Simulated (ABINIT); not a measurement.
Crystal: KI.

```
I K
1.0
     0.00000    3.53277    3.53277
     3.53277    0.00000    3.53277
     3.53277    3.53277    0.00000
I K
1 1
Direct
  0.50000 0.50000 0.50000
  0.00000 0.00000 0.00000
```

| Item | Value |
| --- | --- |
| Program | ABINIT 10.8.3 (patched build) |
| Task | single point |
| Functional | PBE |
| Potentials or basis | JTH PAW PBE v2.0 |
| Cutoff | 435 eV |
| k mesh | 7 × 7 × 7 |
| Occupations | fermi-dirac, width 0.05 eV |
| Spin | no spin polarisation |

On this cell: pressure 0.6 GPa; largest force zero by symmetry; band gap on the k mesh 3.96 eV, direct.

The same run follows on a disturbed copy (atoms moved at random, drawn with an rms of 0.05 Å):

```
CELL_PARAMETERS angstrom
0.00000 3.53277 3.53277
3.53277 0.00000 3.53277
3.53277 3.53277 0.00000
ATOMIC_POSITIONS crystal
I 0.50360 0.51251 0.48597
K 0.00690 0.99881 0.99937
```

What changes?

The energy moves by +1.3 meV/atom; pressure 0.6 GPa; largest force 0.076 eV/Å; band gap on the k mesh 3.96 eV, direct.

Forces in eV/Å, atoms in the order of the input:
```
I   -0.001  0.065 -0.040
K    0.001 -0.065  0.040
```

Caveats: spin-orbit coupling is left out, which moves the levels of the heavy elements; an odd mesh through Γ misses points on the zone boundary, where band edges often lie.
